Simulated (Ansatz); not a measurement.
The calculation used DFT, PBE, plane waves (420 eV) with PAW, scalar-relativistic (Ansatz 0.2.0).

An element in the fcc structure gives this curve. The cell is scaled uniformly from the relaxed one, with fractional coordinates and shape fixed. Energies are extrapolated to zero smearing, pressures are those at the given smearing. Magnetic state: spin not included.

| V (Å³/atom) | E − E₀ (meV/atom) | P (GPa) |
| --- | --- | --- |
| 17.213 | 71.7 | 10.68 |
| 17.995 | 31.0 | 6.43 |
| 18.777 | 8.3 | 3.05 |
| 19.560 | 0.1 | 0.28 |
| 20.342 | 4.1 | -1.99 |
| 21.125 | 18.2 | -3.86 |
| 21.907 | 40.8 | -5.38 |

(1) Which element is it?
A. gold
B. niobium
C. germanium
D. tantalum

## Answers

(1) C. Its fit is V₀ = 19.67 Å³/atom, B₀ = 61 GPa, B₀′ = 3.7.
